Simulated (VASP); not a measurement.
Input of a VASP 6.6.1 run:

The input INCAR:

```
ALGO     = Normal         # electronic algorithm
EDIFF    = 1E-8           # SCF threshold, eV
ENCUT    = 520            # plane-wave cutoff, eV
GGA      = PS             # functional
ISIF     = 2              # what is computed and relaxed
ISMEAR   = -1             # smearing method
LASPH    = T              # aspherical terms in the spheres
LCHARG   = F              # write CHGCAR
LEFG     = T            
LREAL    = F              # projectors in reciprocal space
LWAVE    = F              # write WAVECAR
NBANDS   = 11             # bands
NELM     = 100            # most SCF steps
PREC     = Accurate       # precision mode
SIGMA    = 0.03           # smearing width, eV
```

The input KPOINTS:

```
k-points
0
Gamma
  11 11 11
```

File POSCAR:

```
Ca
1.0
   -2.2052049036      2.2052049036      2.1961148100
    2.2052049036     -2.2052049036      2.1961148100
    2.2052049036      2.2052049036     -2.1961148100
Ca
1
Direct
    0.5000000000      0.5000000000      0.0000000000
```

Potentials or basis: VASP PAW PBE potentials, release 64 (Ca_sv).

The run is started by

```sh
$ cat potpaw_PBE.64/Ca_sv/POTCAR > POTCAR
$ mpirun -np 1 vasp_std > vasp.out
```

Problem. Estimate the pressure.

Solution. -0.8 GPa.

Problem. What does it give for the band gap on the k mesh?

Solution. None (metal or under the smearing width).

Electric field gradients, principal values (V/Å²):
| atom | Vxx | Vyy | Vzz |
| --- | --- | --- | --- |
| 1 Ca | -0.144 | -0.145 | 0.289 |

Caveat: the PAW data sets were made with another functional, which shifts forces and pressure a little.
